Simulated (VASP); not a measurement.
AlN: relaxation of cell and atoms with PBEsol

Crystal: AlN.

```
CELL_PARAMETERS angstrom
1.73449 -2.51501 0.00000
1.73449 2.51501 0.00000
0.00000 0.00000 4.16278
ATOMIC_POSITIONS crystal
Al 0.00000 0.00000 0.00000
Al 0.60503 0.39497 0.50000
N 0.00000 0.00000 0.49200
N 0.60503 0.39497 0.99200
```

The cell was built by a generator and needn't be a form met in nature.

```json
{
  "Program": "VASP 6.6.1",
  "Task": "relaxation of cell and atoms",
  "Functional": "PBEsol",
  "Potentials or basis": "VASP PAW PBE potentials, release 64 (Al, N)",
  "Cutoff": "600 eV",
  "k mesh": "9 × 9 × 7",
  "Occupations": "gaussian, width 0.01 eV",
  "Spin": "no spin polarisation",
  "Target pressure": "10 GPa",
  "Dipole correction": "no",
  "Further INCAR settings": "ALGO = Normal; EDIFF = 1e-06; IBRION = 2; EDIFFG = -0.01; NSW = 70; ISIF = 8"
}
```

```json
{
 "Relaxed volume": "9.23 Å³/atom",
 "Relaxed cell": "a = 3.072 Å, b = 3.072 Å, c = 4.186 Å, α = 90.00°, β = 90.00°, γ = 110.82°",
 "Space group after relaxing (to 0.05 Å)": "Cmcm (No. 63)",
 "Energy change on relaxing (the enthalpy is what falls)": "-64.4 meV/atom",
 "Ionic steps": "18",
 "Pressure after relaxing": "10.0 GPa",
 "Largest force after relaxing": "0.009 eV/Å",
 "Band gap on the k mesh": "3.18 eV, indirect (least direct gap 3.62 eV)"
}
```

Forces in eV/Å, atoms in the order of the input:
```
Al   0.000  0.009 -0.002
Al   0.000 -0.009 -0.002
N    0.000 -0.003  0.002
N    0.000  0.003  0.002
```

Stress tensor (GPa, compression positive):
```
 8.92  0.00  0.00
 0.00 21.07  0.00
 0.00  0.00  0.02
```

Step by step:
```
step  energy change (eV)  largest force (eV/Å)  pressure (GPa)  volume (Å³)
   1              0.0000                1.5224           13.21        36.32
   2             -0.2727                0.1547            7.58        37.28
   3             -0.2724                0.1662            7.60        37.28
   4             -0.2289                0.2344           12.83        36.57
   5             -0.2525                0.1613           10.33        36.90
   6             -0.2535                0.0650           10.35        36.88
   7             -0.2530                0.0787           10.37        36.86
   8             -0.2607                0.0195            9.65        36.98
   9             -0.2593                0.0256            9.81        36.95
  10             -0.2560                0.0270           10.20        36.90
  11             -0.2571                0.0188           10.08        36.92
  12             -0.2574                0.0171           10.05        36.92
  13             -0.2581                0.0189            9.97        36.93
  14             -0.2594                0.0397            9.83        36.95
  15             -0.2588                0.0287            9.90        36.94
  16             -0.2578                0.0132            9.99        36.93
  17             -0.2573                0.0111           10.03        36.92
  18             -0.2576                0.0093           10.00        36.92
```

Final structure:
```
CELL_PARAMETERS angstrom
1.74404 -2.52886 0.00000
1.74404 2.52886 0.00000
0.00000 0.00000 4.18570
ATOMIC_POSITIONS crystal
Al 0.98230 0.01770 0.99630
Al 0.62273 0.37727 0.49630
N 0.99132 0.00868 0.49570
N 0.61371 0.38629 0.99570
```

Levels at points of the mesh, in eV from the valence-band top:
| k point | band 5 | band 6 | band 7 | band 8 | band 9 | band 10 | band 11 | band 12 |
| --- | --- | --- | --- | --- | --- | --- | --- | --- |
| (0.00, 0.00, 0.00) | -2.51 | -1.93 | -1.24 | 0.00 | 3.62 | 4.44 | 7.01 | 11.16 |

It took 120 s on 1 thread of Intel(R) Xeon(R) Platinum 8559C (Emerald Rapids), on a shared host, peak memory 0.18 GiB.

Caveat: the cell is relaxed towards a set pressure, so the enthalpy falls and the energy may rise; the PAW data sets were made with another functional, which shifts forces and pressure a little; an odd mesh through Γ misses points on the zone boundary, where band edges often lie.
